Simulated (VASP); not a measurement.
**From an Ansatz input to VASP: LiH (zincblende)**

Ansatz input

```yaml
crystal:
  lattice:
    - [0.0, 2.1451220116, 2.1451220116]
    - [2.1451220116, 0.0, 2.1451220116]
    - [2.1451220116, 2.1451220116, 0.0]
  atoms:
    - { symbol: Li, position: [0.0, 0.0, 0.0] }
    - { symbol: H, position: [0.25, 0.25, 0.25] }
kpoints:
  mp_grid: { grid: [10, 10, 10] }
  band_path:
    path:
      - [0.0, 0.0, 0.0]
      - [0.5, 0.0, 0.5]
      - [0.5, 0.25, 0.75]
      - [0.375, 0.375, 0.75]
      - [0.5, 0.5, 0.5]
      - [0.625, 0.25, 0.625]
      - [0.5375, 0.425, 0.5375]
    npoints: 1
hamiltonian:
  xc: pbesol
scf:
  occupations: { method: fixed }
  n_extra_bands: 4
output:
  forces: true
  stress: true
  eigenvalues: true
```

Q: Which VASP files do the same job?

A: 

INCAR

```
NSW = 0
NELM = 120
IBRION = -1
PREC = Accurate
LELF = .TRUE.
ISIF = 2
ISMEAR = 0
GGA = PS
LASPH = .TRUE.
NBANDS = 9
LCHARG = .TRUE.
LREAL = .FALSE.
EDIFF = 1E-7
LWAVE = .FALSE.
SIGMA = 0.01
ENCUT = 520
```

KPOINTS

```
KPOINTS created by Atomic Simulation Environment
0
Gamma
10 10 10
0 0 0
```

KPOINTS_OPT

```
special points
7
Reciprocal
0.0000000000 0.0000000000 0.0000000000 1
0.5000000000 0.0000000000 0.5000000000 1
0.5000000000 0.2500000000 0.7500000000 1
0.3750000000 0.3750000000 0.7500000000 1
0.5000000000 0.5000000000 0.5000000000 1
0.6250000000 0.2500000000 0.6250000000 1
0.5375000000 0.4250000000 0.5375000000 1
```

POSCAR

```
Li H
 1.0000000000000000
    -0.0000000000000000    2.1451220115935112    2.1451220115935112
     2.1451220115935112   -0.0000000000000000    2.1451220115935112
     2.1451220115935112    2.1451220115935112   -0.0000000000000000
 Li  H
   1   1
Cartesian
 -0.0000000000000000 -0.0000000000000000 -0.0000000000000000
  1.0725610057967556  1.0725610057967556  1.0725610057967556
```

VASP ran with the recommended PBE PAW datasets (4 valence electrons in the cell). Other inputs would serve too.

```
                             Ansatz      VASP
gap between bands v and c   3.98 eV   3.98 eV
         least direct gap   5.08 eV   5.08 eV
                 pressure  -0.6 GPa  -0.7 GPa
```

Datasets and cutoffs are each program's own. VASP's cell holds 4 valence electrons and Ansatz's 4. Ansatz's stress includes a Pulay correction; VASP's doesn't.
